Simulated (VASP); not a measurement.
# KCl (Sylvite) (Fm-3m) in VASP: further runs, part 2 of 2

VASP 6.6.1.

## Step 4: Single point, PBEsol

This run uses another cell than the first one, of 31.15 Å³/atom, 1.087 times its volume.

Contents of INCAR:

```
ALGO = Normal ; EDIFF = 1E-6
ENCUT = 520 ; GGA = PS
ISIF = 2 ; ISMEAR = 0
LASPH = True ; LCHARG = True
LELF = True ; LREAL = False
LVHAR = True ; LWAVE = False
NBANDS = 15 ; NELM = 80
PREC = Accurate ; SIGMA = 0.01
```

Contents of KPOINTS:

```
k-points
0
Gamma
  6 6 6
```

Contents of POSCAR:

```
KCl
1.0
    0.0000000000      3.1464700000      3.1464700000
    3.1464700000      0.0000000000      3.1464700000
    3.1464700000      3.1464700000      0.0000000000
K Cl
1 1
Direct
    0.0000000000      0.0000000000      0.0000000000
    0.5000000000      0.5000000000      0.5000000000
```

Potentials or basis: VASP PAW PBE potentials, release 64 (K_sv, Cl).

Command:

```console
$ cat potpaw_PBE.64/K_sv/POTCAR potpaw_PBE.64/Cl/POTCAR > POTCAR
$ mpirun -np 1 vasp_std > vasp.out
```

OUTCAR:

```text
EDIFF = 1E-6
   ENCUT = 520
   GGA = PS
   ISIF = 2
   ISMEAR = 0
   LASPH = True
   LREAL = False
   NELM = 80
   PREC = Accurate

 ion  position               nearest neighbor table
   1  0.000  0.000  0.000-   2 3.15   2 3.15   2 3.15   2 3.15   2 3.15   2 3.15
   2  0.500  0.500  0.500-   1 3.15   1 3.15   1 3.15   1 3.15   1 3.15   1 3.15

  LATTYP: Found a face centered cubic cell.
 ALAT       =     6.2929400000

  Lattice vectors:

 A1 = (   0.0000000000,   3.1464700000,   3.1464700000)
 A2 = (   3.1464700000,   0.0000000000,   3.1464700000)
 A3 = (   3.1464700000,   3.1464700000,   0.0000000000)

Analysis of symmetry for initial positions (statically):
=====================================================================
 Subroutine PRICEL returns:
 Original cell was already a primitive cell.

 Routine SETGRP: Setting up the symmetry group for a
 face centered cubic supercell.

 Subroutine GETGRP returns: Found 48 space group operations
 (whereof 48 operations were pure point group operations)
 out of a pool of 48 trial point group operations.

The static configuration has the point symmetry O_h .

Analysis of symmetry for dynamics (positions and initial velocities):
[... 167 lines left out ...]
      8      -1.9057      2.00000
      9       3.1168      0.00000
     10       6.3892      0.00000
     11       6.3892      0.00000
     12       6.3892      0.00000
     13       7.2746      0.00000
     14       7.2746      0.00000
[... 257 lines left out ...]
      2     -13.9668      2.00000
      3     -12.6020      2.00000
      4     -12.5569      2.00000
      5     -12.4238      2.00000
      6      -2.4936      2.00000
      7      -2.3400      2.00000
      8      -2.2740      2.00000
      9       5.2242      0.00000
     10       6.8922      0.00000
     11       7.0641      0.00000
     12       8.1879      0.00000
     13       8.9913      0.00000
     14       9.7990      0.00000
     15      10.3308      0.00000

------------------------ aborting loop because EDIFF is reached ----------------------------------------

  FORCE on cell =-STRESS in cart. coord.  units (eV):
  Direction    XX          YY          ZZ          XY          YZ          ZX
  --------------------------------------------------------------------------------------
  -------------------------------------------------------------------------------------
  Total       -0.1455912     -0.1455912     -0.1455912      0.0000000      0.0000000     -0.0000000
  in kB       -3.7440775     -3.7440775     -3.7440775      0.0000000      0.0000000     -0.0000000
  external PRESSURE =      -3.7440775 kB  Pullay stress =       0.0000000 kB

 VOLUME and BASIS-vectors are now :
 -----------------------------------------------------------------------------
  energy-cutoff  :      520.00
  volume of cell :       62.30
      direct lattice vectors                 reciprocal lattice vectors
     0.000000000  3.146470000  3.146470000    -0.158908237  0.158908237  0.158908237
     3.146470000  0.000000000  3.146470000     0.158908237 -0.158908237  0.158908237
     3.146470000  3.146470000  0.000000000     0.158908237  0.158908237 -0.158908237

 POSITION                                       TOTAL-FORCE (eV/Angst)
 -----------------------------------------------------------------------------------
      0.00000      0.00000      0.00000        -0.000000     -0.000000      0.000000
      3.14647      3.14647      3.14647         0.000000      0.000000     -0.000000
 -----------------------------------------------------------------------------------
    total drift:                                0.000000      0.000000      0.000000

  FREE ENERGIE OF THE ION-ELECTRON SYSTEM (eV)
  ---------------------------------------------------
  free  energy   TOTEN  =        -7.0220179148 eV

  energy  without entropy=       -7.0220179148  energy(sigma->0) =       -7.02201791
```

OSZICAR:

```text
N       E                     dE             d eps       ncg     rms          rms(c)
DAV:   1     0.103072550762E+03    0.10307E+03   -0.68547E+03   480   0.938E+02
DAV:   2    -0.859556678109E+00   -0.10393E+03   -0.95244E+02   609   0.237E+02
DAV:   3    -0.704996300981E+01   -0.61904E+01   -0.61500E+01   669   0.520E+01
DAV:   4    -0.726999585500E+01   -0.22003E+00   -0.21998E+00   731   0.869E+00
DAV:   5    -0.727137013813E+01   -0.13743E-02   -0.13743E-02   669   0.758E-01    0.321E+00
DAV:   6    -0.702462434386E+01    0.24675E+00   -0.34938E-01   585   0.315E+00    0.263E+00
DAV:   7    -0.701091133130E+01    0.13713E-01   -0.80737E-02   641   0.168E+00    0.152E+00
DAV:   8    -0.702094829279E+01   -0.10037E-01   -0.15074E-02   650   0.903E-01    0.197E-01
DAV:   9    -0.702145075639E+01   -0.50246E-03   -0.75722E-04   613   0.172E-01    0.923E-02
DAV:  10    -0.702200757500E+01   -0.55682E-03   -0.55753E-04   515   0.146E-01    0.234E-02
DAV:  11    -0.702201542705E+01   -0.78520E-05   -0.25336E-05   648   0.301E-02    0.177E-02
DAV:  12    -0.702201787064E+01   -0.24436E-05   -0.86739E-06   564   0.157E-02    0.632E-03
DAV:  13    -0.702201791485E+01   -0.44211E-07   -0.76177E-07   462   0.576E-03
   1 F= -.70220179E+01 E0= -.70220179E+01  d E =-.167661E-11
```

stdout:

```text
POSCAR found type information on POSCAR K Cl
 POSCAR found :  2 types and       2 ions
 scaLAPACK will be used
 -----------------------------------------------------------------------------
|                                                                             |
|                                                                             |
|     You enforced a specific xc type in the INCAR file but a different       |
|     I HOPE YOU KNOW WHAT YOU ARE DOING!                                     |
|                                                                             |
 -----------------------------------------------------------------------------

 LDA part: xc-table for (Slater+PW92), standard interpolation
 POSCAR, INCAR and KPOINTS ok, starting setup
 FFT: planning ... GRIDC
 FFT: planning ... GRID_SOFT
 FFT: planning ... GRID
 WAVECAR not read
 entering main loop
```

Run time: 9.4 s. Hardware: 1 thread of Intel Xeon 6975P-C (Granite Rapids), shared host; peak memory 0.19 GiB.

Results:

```
Free energy            : -7.0220 eV
Pressure               : -0.4 GPa
Band gap on the k mesh : 5.02 eV, direct
```

Levels at points of the mesh, in eV from the valence-band top:
```csv
k point,band 6,band 7,band 8,band 9,band 10,band 11
"(0.00, 0.00, 0.00)",0.00,0.00,0.00,5.02,8.29,8.29
"(0.50, 0.00, 0.00)",-1.09,-0.33,-0.33,7.43,8.49,10.48
"(0.50, 0.50, 0.00)",-0.68,-0.23,-0.23,6.40,8.23,9.90
```

Caveat: the PAW data sets were made with another functional, which shifts forces and pressure a little.

## Step 5: Single point, PBEsol

This run uses another cell than the first one, of 32.40 Å³/atom, 1.130 times its volume.

Contents of INCAR:

```
SYSTEM = KCl
PREC = Accurate
ENCUT = 520
EDIFF = 1E-7
ISMEAR = 0
SIGMA = 0.01
LREAL = .False.
LASPH = .True.
NELM = 60
ALGO = Normal
ISIF = 2
LWAVE = .False.
LCHARG = .False.
GGA = PS
NBANDS = 15
```

Contents of KPOINTS:

```
regular mesh
0
Gamma
  6 6 6
  0 0 0
```

Contents of POSCAR:

```
KCl
1.0
    0.0000000000      3.1878756693      3.1878756693
    3.1878756693      0.0000000000      3.1878756693
    3.1878756693      3.1878756693      0.0000000000
K Cl
1 1
Direct
    0.0000000000      0.0000000000      0.0000000000
    0.5000000000      0.5000000000      0.5000000000
```

Command:

```console
$ cat potpaw_PBE.64/K_sv/POTCAR potpaw_PBE.64/Cl/POTCAR > POTCAR
$ mpirun -np 1 vasp_std > vasp.out
```

It took 7.9 s on 1 thread of Intel Xeon 6975P-C (Granite Rapids), shared host; peak memory 0.2 GiB.

It converged, with:

| Item | Value |
| --- | --- |
| Free energy | -7.0121 eV |
| Pressure | -1.0 GPa |
| Band gap on the k mesh | 4.90 eV, direct |

Levels at points of the mesh, in eV from the valence-band top:
```tsv
k point	band 4	band 5	band 6	band 7	band 8	band 9	band 10	band 11	band 12	band 13
(0.00, 0.00, 0.00)	-10.67	-10.67	0.00	0.00	0.00	4.90	8.28	8.28	8.28	9.14
(0.50, 0.00, 0.00)	-10.68	-10.45	-1.02	-0.30	-0.30	7.32	8.34	10.35	10.35	11.16
(0.50, 0.50, 0.00)	-10.72	-10.72	-0.65	-0.22	-0.22	6.44	8.06	9.68	10.11	10.41
```

Caveat: the PAW data sets were made with another functional, which shifts forces and pressure a little.

## Step 6: Single point, PBEsol

This run uses another cell than the first one, of 33.64 Å³/atom, 1.174 times its volume.

Contents of INCAR:

```
PREC     = Accurate       # precision mode
ENCUT    = 520            # plane-wave cutoff, eV
EDIFF    = 1E-6           # SCF threshold, eV
ISMEAR   = 0              # smearing method
SIGMA    = 0.01           # smearing width, eV
LREAL    = F              # projectors in reciprocal space
LASPH    = T              # aspherical terms in the spheres
NELM     = 80             # most SCF steps
ALGO     = Normal         # electronic algorithm
ISIF     = 2              # what is computed and relaxed
LWAVE    = F              # write WAVECAR
LCHARG   = F              # write CHGCAR
GGA      = PS             # functional
NBANDS   = 15             # bands
```

Contents of KPOINTS:

```
Automatic mesh
0
Gamma
  6 6 6
```

Contents of POSCAR:

```
KCl
1.0
    0.0000000000      3.2282328102      3.2282328102
    3.2282328102      0.0000000000      3.2282328102
    3.2282328102      3.2282328102      0.0000000000
K Cl
1 1
Direct
    0.0000000000      0.0000000000      0.0000000000
    0.5000000000      0.5000000000      0.5000000000
```

Potentials or basis: VASP PAW PBE potentials, release 64 (K_sv, Cl).

Command:

```console
$ cat potpaw_PBE.64/K_sv/POTCAR potpaw_PBE.64/Cl/POTCAR > POTCAR
$ mpirun -np 1 vasp_std > vasp.out
```

Wall time 7.8 s (1 thread of Intel Xeon 6975P-C (Granite Rapids), shared host); peak memory 0.2 GiB.

It converged, with:

| Item | Value |
| --- | --- |
| Free energy | -6.9939 eV |
| Pressure | -1.4 GPa |
| Band gap on the k mesh | 4.79 eV, direct |

Levels at points of the mesh, in eV from the valence-band top:
| k point | band 5 | band 6 | band 7 | band 8 | band 9 | band 10 | band 11 | band 12 |
| --- | --- | --- | --- | --- | --- | --- | --- | --- |
| (0.00, 0.00, 0.00) | -10.76 | 0.00 | 0.00 | 0.00 | 4.79 | 8.25 | 8.25 | 8.25 |
| (0.50, 0.00, 0.00) | -10.56 | -0.95 | -0.28 | -0.28 | 7.22 | 8.19 | 10.23 | 10.23 |
| (0.50, 0.50, 0.00) | -10.81 | -0.62 | -0.21 | -0.21 | 6.47 | 7.90 | 9.48 | 10.03 |

Caveat: the PAW data sets were made with another functional, which shifts forces and pressure a little.

## Step 7: Summary

```csv
cell,gap on the mesh (eV),pressure (GPa)
"a = 4.328 Å, angles 60.0°, 2 atoms",5.30,1.3
"a = 4.390 Å, angles 60.0°, 2 atoms",5.15,0.4
"a = 4.450 Å, angles 60.0°, 2 atoms",5.02,-0.4
"a = 4.508 Å, angles 60.0°, 2 atoms",4.90,-1.0
"a = 4.565 Å, angles 60.0°, 2 atoms",4.79,-1.4
```

Alike in all rows: task single point; level PBEsol; potentials or basis VASP PAW PBE potentials, release 64 (K_sv, Cl); no spin polarisation; k mesh 6 × 6 × 6; cutoff (eV) 520; smearing gaussian 0.01 eV.

Caveats: the PAW data sets were made with another functional, which shifts forces and pressure a little.

Total energies depend on the potentials used, so only differences within one code and one set of settings carry meaning.

## Step 8: How close it comes

Step 2. Against the measured gap of KCl, 8.68 eV (a printed reference work, monograph), the calculated 5.30 eV is off by -3.38 eV. The value is that of PBEsol, without temperature or zero-point motion. Semilocal functionals fall short of measured gaps as a rule.

Step 3. Measured gap of KCl: 8.68 eV (a printed reference work, monograph). This calculation gives 5.15 eV (-3.53 eV). The value is that of PBEsol, without temperature or zero-point motion. Semilocal functionals fall short of measured gaps as a rule.

Step 4. Measured gap of KCl: 8.68 eV (a printed reference work, monograph). This calculation gives 5.02 eV (-3.66 eV). The value is that of PBEsol, without temperature or zero-point motion. Semilocal functionals fall short of measured gaps as a rule.

Step 5. A measured gap of KCl is 8.68 eV (a printed reference work, monograph); the calculated 4.90 eV misses it by -3.78 eV. The value is that of PBEsol, without temperature or zero-point motion. Semilocal functionals fall short of measured gaps as a rule.

Step 6. Against the measured gap of KCl, 8.68 eV (a printed reference work, monograph), the calculated 4.79 eV is off by -3.89 eV. The value is that of PBEsol, without temperature or zero-point motion. Semilocal functionals fall short of measured gaps as a rule.
